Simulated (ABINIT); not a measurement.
# TiTe2 (P-3m1) in ABINIT: a series of runs, part 2 of 2

ABINIT 10.8.3 (patched build). The steps go on from the part before.

### Step 3. Single point, PBE

Input file run.abi:

```
# Pseudopotentials
pp_dirpath "./"
pseudos "Te.upf, Ti.upf"

# Structure
acell 3.777 3.777 6.498 Angstrom
rprim
     1.0000000000     0.0000000000     0.0000000000
    -0.5000000000     0.8660254038     0.0000000000
     0.0000000000     0.0000000000     1.0000000000
ntypat 2
znucl 52 22
natom 3
typat 1 1 2
xred
     0.3333333333     0.6666666667     0.7372000000
     0.6666666667     0.3333333333     0.2628000000
     0.0000000000     0.0000000000     0.0000000000

# Plane-wave basis
ecut 42.0

# k points
kptopt 1
ngkpt 6 6 3
nshiftk 1
shiftk 0.0 0.0 0.0

# Exchange and correlation
ixc 11

# Bands and occupations
nband 27
occopt 3
tsmear 0.00183747

# SCF cycle
nstep 100
tolvrs 1.0e-10

# Output
iomode 3
prtwf 0
prtden 0
prteig 0
prtebands 0
enunit 1
```

Potentials or basis: Ansatz NC PBE.

Command:

```
> abinit run.abi > log 2>&1
```

run.abo:

```text
[... set-up lines left out ...]
 ETOT  1  -223.05245878093    -2.231E+02 1.698E+00 9.142E+04
 ETOT  2  -266.22911185233    -4.318E+01 4.476E+00 1.070E+05
 ETOT  3  -272.30591372730    -6.077E+00 2.746E-01 3.908E+04
 ETOT  4  -275.22188096876    -2.916E+00 4.248E-01 1.840E+04
 ETOT  5  -275.94097706222    -7.191E-01 1.260E-01 1.096E+04
 ETOT  6  -276.36628176070    -4.253E-01 8.261E-02 7.516E+03
 ETOT  7  -276.67809258336    -3.118E-01 7.027E-02 5.434E+03
 ETOT  8  -276.97988840707    -3.018E-01 4.999E-02 2.968E+03
 ETOT  9  -277.16211808524    -1.822E-01 3.186E-02 1.660E+03
 ETOT 10  -277.35237134293    -1.903E-01 2.263E-02 5.185E+01
[... 8 lines left out ...]
 ETOT 19  -277.36207233922    -1.918E-07 1.744E-03 6.485E-05
 ETOT 20  -277.36207236865    -2.943E-08 8.038E-04 4.132E-06
 ETOT 21  -277.36207237555    -6.905E-09 8.025E-04 1.308E-06
 ETOT 22  -277.36207237766    -2.112E-09 3.961E-04 6.882E-08
 ETOT 23  -277.36207237830    -6.355E-10 4.715E-04 1.609E-07
 ETOT 24  -277.36207237853    -2.349E-10 2.062E-04 2.045E-08
 ETOT 25  -277.36207237862    -8.583E-11 2.375E-04 2.336E-09
 ETOT 26  -277.36207237865    -3.450E-11 1.074E-04 2.234E-09
 ETOT 27  -277.36207237867    -1.450E-11 1.241E-04 4.887E-10
 ETOT 28  -277.36207237867    -7.958E-13 5.628E-05 4.843E-11

 At SCF step   28       vres2   =  4.84E-11 < tolvrs=  1.00E-10 =>converged.

 Cartesian components of stress tensor (hartree/bohr^3)
  sigma(1 1)= -2.68621982E-05  sigma(3 2)=  0.00000000E+00
  sigma(2 2)= -2.68621987E-05  sigma(3 1)=  0.00000000E+00
  sigma(3 3)= -2.56911311E-05  sigma(2 1)=  0.00000000E+00

--- !ResultsGS
iteration_state: {dtset: 1, }
comment   : Summary of ground state results
lattice_vectors:
- [  7.1374956,   0.0000000,   0.0000000, ]
- [ -3.5687478,   6.1812525,   0.0000000, ]
- [  0.0000000,   0.0000000,  12.2794404, ]
lattice_lengths: [   7.13750,    7.13750,   12.27944, ]
lattice_angles: [ 90.000,  90.000, 120.000, ] # degrees, (23, 13, 12)
lattice_volume:   5.4175248E+02
convergence: {deltae: -7.958E-13, res2:  4.843E-11, residm:  5.628E-05, diffor: null, }
etotal    :  -2.77362072E+02
entropy   :   0.00000000E+00
fermie    :   2.25349309E-01
cartesian_stress_tensor: # hartree/bohr^3
- [ -2.68621982E-05,   0.00000000E+00,   0.00000000E+00, ]
- [  0.00000000E+00,  -2.68621987E-05,   0.00000000E+00, ]
- [  0.00000000E+00,   0.00000000E+00,  -2.56911311E-05, ]
pressure_GPa:   7.7883E-01
xred      :
- [  3.3333E-01,   6.6667E-01,   7.3720E-01, Te]
- [  6.6667E-01,   3.3333E-01,   2.6280E-01, Te]
- [  0.0000E+00,   0.0000E+00,   0.0000E+00, Ti]
cartesian_forces: # hartree/bohr
- [ -1.00600935E-28,  -1.16163953E-28,   9.32869499E-04, ]
- [  5.03004673E-29,   3.19450872E-28,  -9.32869499E-04, ]
- [  5.03004673E-29,  -2.03286918E-28,  -7.22801448E-20, ]
force_length_stats: {min:   7.22801448E-20, max:   9.32869499E-04, mean:   6.21912999E-04, }
...

 Integrated electronic density in atomic spheres:
 ------------------------------------------------
 Atom  Sphere_radius  Integrated_density
    1        2.00000         11.97121838
    2        2.00000         11.97121838
    3        2.00000          9.48781849
================================================================================

 ----iterations are completed or convergence reached----

 Mean square residual over all n,k,spin=   35.544E-08; max=  56.284E-06
 reduced coordinates (array xred) for    3 atoms
       0.333333333333      0.666666666667      0.737200000000
       0.666666666667      0.333333333333      0.262800000000
       0.000000000000      0.000000000000      0.000000000000
 rms dE/dt=  5.4000E-03; max dE/dt=  1.1455E-02; dE/dt below (all hartree)
    1       0.000000000000     -0.000000000000     -0.011455115378
    2       0.000000000000     -0.000000000000      0.011455115378
    3       0.000000000000      0.000000000000      0.000000000000

 cartesian coordinates (angstrom) at end:
    1     -0.00000000000000     2.18065196676840     4.79032560000000
    2      1.88850000000000     1.09032598338420     1.70767440000000
    3      0.00000000000000     0.00000000000000     0.00000000000000

 cartesian forces (hartree/bohr) at end:
    1     -0.00000000000000    -0.00000000000000     0.00093286949865
    2      0.00000000000000     0.00000000000000    -0.00093286949865
    3      0.00000000000000    -0.00000000000000    -0.00000000000000
 frms,max,avg= 4.3975890E-04 9.3286950E-04   0.000E+00  0.000E+00  0.000E+00 h/b

 cartesian forces (eV/Angstrom) at end:
    1     -0.00000000000000    -0.00000000000000     0.04797007833889
    2      0.00000000000000     0.00000000000000    -0.04797007833889
    3      0.00000000000000    -0.00000000000000    -0.00000000000000
 frms,max,avg= 2.2613312E-02 4.7970078E-02   0.000E+00  0.000E+00  0.000E+00 e/A
 length scales=  7.137495577554  7.137495577554 12.279440366149 bohr
              =  3.777000000000  3.777000000000  6.498000000000 angstroms
 Fermi (or HOMO) energy (eV) =   6.13207   Average Vxc (eV)= -10.39165
 Eigenvalues (   eV  ) for nkpt=  17  k points:
 kpt#   1, nband= 27, wtk=  0.00926, kpt=  0.0000  0.0000  0.0000 (reduced coord)
 -51.32174  -30.39170  -30.39170  -30.38789  -30.38789  -30.37302  -30.37302  -30.37143
 -30.37143  -30.36881  -30.36680  -27.56960  -27.56960  -27.55567   -6.28119   -4.77738
   0.89793    4.46598    4.46598    6.49102    6.54886    6.54886    6.68850    7.19739
   7.19739    9.19774    9.19774
 prteigrs : prtvol=0 or 1, do not print more k-points.

--- !EnergyTerms
iteration_state     : {dtset: 1, }
comment             : Components of total free energy in Hartree
kinetic             :  1.52245760746294E+02
hartree             :  7.14394361484341E+01
xc                  : -6.36095677446841E+01
Ewald energy        : -1.59232670051675E+02
psp_core            :  6.80557913369075E+00
local_psp           : -2.15377329414621E+02
non_local_psp       : -6.96328618061435E+01
internal            : -2.77361652988705E+02
'-kT*entropy'       : -4.19389964224428E-04
total_energy        : -2.77362072378669E+02
total_energy_eV     : -7.54740648148170E+03
band_energy         : -3.12658196163731E+01
...

 Cartesian components of stress tensor (hartree/bohr^3)
  sigma(1 1)= -2.68621982E-05  sigma(3 2)=  0.00000000E+00
  sigma(2 2)= -2.68621987E-05  sigma(3 1)=  0.00000000E+00
  sigma(3 3)= -2.56911311E-05  sigma(2 1)=  0.00000000E+00

-Cartesian components of stress tensor (GPa)         [Pressure=  7.7883E-01 GPa]
- sigma(1 1)= -7.90313158E-01  sigma(3 2)=  0.00000000E+00
- sigma(2 2)= -7.90313171E-01  sigma(3 1)=  0.00000000E+00
- sigma(3 3)= -7.55859174E-01  sigma(2 1)=  0.00000000E+00

== END DATASET(S) ==============================================================
================================================================================

 -outvars: echo values of variables after computation  --------
            acell      7.1374955776E+00  7.1374955776E+00  1.2279440366E+01 Bohr
           etotal     -2.7736207238E+02
            fcart     -1.0060093465E-28 -1.1616395340E-28  9.3286949865E-04
                       5.0300467326E-29  3.1945087185E-28 -9.3286949865E-04
                       5.0300467326E-29 -2.0328691845E-28 -7.2280144832E-20
            rprim      1.0000000000E+00  0.0000000000E+00  0.0000000000E+00
                      -5.0000000000E-01  8.6602540380E-01  0.0000000000E+00
                       0.0000000000E+00  0.0000000000E+00  1.0000000000E+00
           strten     -2.6862198249E-05 -2.6862198700E-05 -2.5691131124E-05
                       0.0000000000E+00  0.0000000000E+00  0.0000000000E+00
           xangst     -3.0489042870E-16  2.1806519668E+00  4.7903256000E+00
                       1.8885000000E+00  1.0903259834E+00  1.7076744000E+00
                       0.0000000000E+00  0.0000000000E+00  0.0000000000E+00
             xred      3.3333333333E-01  6.6666666667E-01  7.3720000000E-01
                       6.6666666667E-01  3.3333333333E-01  2.6280000000E-01
                       0.0000000000E+00  0.0000000000E+00  0.0000000000E+00
 Calculation completed.
```

Wall time 4.5 min (1 thread of Arm Neoverse V2, shared host); peak memory 0.14 GiB.

Results:

```yaml
Free_energy: -7547.4065 eV
Pressure: 0.8 GPa
Largest_force: 0.048 eV/Å
Band_gap_on_the_k_mesh: none (metal or under the smearing width)
Valence_electrons_inside_the_program's_atomic_spheres: Te 11.97; Ti 9.49
```

Forces in eV/Å, atoms in the order of the input:
```
Te   0.000  0.000  0.048
Te   0.000  0.000 -0.048
Ti   0.000  0.000  0.000
```

Levels at points of the mesh, in eV from the Fermi level:
| k point | band 18 | band 19 | band 20 | band 21 | band 22 | band 23 | band 24 | band 25 | band 26 | band 27 |
| --- | --- | --- | --- | --- | --- | --- | --- | --- | --- | --- |
| (0.00, 0.00, 0.00) | -1.67 | -1.67 | 0.36 | 0.42 | 0.42 | 0.56 | 1.07 | 1.07 | 3.07 | 3.07 |
| (0.50, 0.00, 0.00) | -3.69 | -2.73 | -2.40 | -1.74 | -1.14 | 0.03 | 1.18 | 1.50 | 2.43 | 3.36 |

Caveat: this functional lacks dispersion, which binds the layers, so the pressure and a relaxed spacing across them are unreliable. The run has no spin-orbit coupling, so splittings on Te are missing.
